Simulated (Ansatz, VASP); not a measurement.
## One calculation of NaCl, two programs

```
Na Cl
1.0
     2.88860    0.00000    0.00000
     0.00000    2.88860    0.00000
     0.00000    0.00000    2.86000
Na Cl
1 1
Cartesian
  0.0000 0.0000 0.0000
  1.4443 1.4443 1.4300
```

Change from the starting cell: equal xx and yy strain of +1 %.

Alike in both runs: task single point; functional PBE; k mesh 8 × 8 × 8; occupations fermi-dirac, width 0.02 eV; no spin polarisation.

|  | VASP | Ansatz |
| --- | --- | --- |
| version | VASP 6.6.1 | Ansatz 0.2.0 |
| potentials or method | VASP PAW PBE potentials, release 64 (Na_pv, Cl), cutoff 520 eV | all-electron LAPW, scalar-relativistic |

Ansatz gave:

| Quantity | Value |
| --- | --- |
| gap on the k mesh at the Fermi level (eV) | 4.36 |
| pressure (GPa) | 60.0 |
| largest component of the traceless stress (GPa) | 1.67 |

Q: Estimate VASP's values.

A: gap on the k mesh at the Fermi level (eV): 4.40; pressure (GPa): 60.2; largest component of the traceless stress (GPa): 1.67.

Ansatz ran all-electron here, so the differences hold the error of VASP's frozen core and of both bases.

Caveats: the cell as given lies far from equilibrium; so large a pressure means that the cell lies far from this level's equilibrium, or that cutoff or potentials fall short (VASP). A k mesh can miss the band edges.
